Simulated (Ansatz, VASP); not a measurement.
This is a calculation of NaCl for VASP 6.6.1.

INCAR

```
PREC     = Accurate       # precision mode
ENCUT    = 520            # plane-wave cutoff, eV
EDIFF    = 1E-6           # SCF threshold, eV
ISMEAR   = -1             # smearing method
SIGMA    = 0.05           # smearing width, eV
LREAL    = False          # projectors in reciprocal space
LASPH    = True           # aspherical terms in the spheres
NELM     = 60             # most SCF steps
ALGO     = Normal         # electronic algorithm
ISIF     = 2              # what is computed and relaxed
LWAVE    = False          # write WAVECAR
LCHARG   = True           # write CHGCAR
LELF     = True           # ELF
LVHAR    = True         
NBANDS   = 14             # bands
```

KPOINTS

```
Automatic mesh
0
Gamma
  8 8 8
```

File POSCAR:

```
NaCl
1.0
    3.4548573058      0.0000000000      0.0000000000
    0.0000000000      3.4548573058      0.0000000000
    0.0000000000      0.0000000000      3.4548573058
Cl Na
1 1
Direct
    0.5000000000      0.5000000000      0.5000000000
    0.0000000000      0.0000000000      0.0000000000
```

Potentials or basis: VASP PAW LDA potentials, release 64 (Cl, Na_pv).

Launch:

```sh
$ cat potpaw_LDA.64/Cl/POTCAR potpaw_LDA.64/Na_pv/POTCAR > POTCAR
$ mpirun -np 1 vasp_std > vasp.out
```

Problem. Translate it to Ansatz 0.2.0. Potentials there: Ansatz PAW.

Solution. As run (the cutoff follows the program's own potentials):

input.yaml

```yaml
crystal:
  lattice:
    - [3.4548573058, 0.0, 0.0]
    - [0.0, 3.4548573058, 0.0]
    - [0.0, 0.0, 3.4548573058]
  atoms:
    - { symbol: Cl, position: [0.5, 0.5, 0.5] }
    - { symbol: Na, position: [0.0, 0.0, 0.0] }
hamiltonian:
  xc: lda
  pseudopotentials: { kind: paw }
kpoints:
  mp_grid: { grid: [8, 8, 8] }
scf:
  occupations: { method: fermi_dirac, width: 0.05 }
output:
  forces: true
  stress: true
  eigenvalues: true
```

Potentials or basis: Ansatz PAW.

The run is started by

```sh
$ ansatz run input.yaml --threads 1 --pin off --max-ram 3584MiB --backend cpu --events-out ev --progress --plain --runs-dir out
```

Both were run:

|  | VASP | Ansatz | Ansatz less VASP |
| --- | --- | --- | --- |
| gap on the k mesh at the Fermi level (eV) | 3.74 | 3.73 | -0.007 |
| least direct gap on the mesh (eV) | 4.28 | 4.28 | -0.008 |
| pressure (GPa) | -2.2 | -2.2 | +0.01 |

The two sets of potentials don't hold the same shells in valence.

Caveats: the PAW data sets come from PBE, with cores solved anew for the run's functional, which leaves a small shift of forces and pressure (Ansatz). A k mesh can miss the band edges. A hybrid or GW would open this gap; LDA tends to underestimate it.
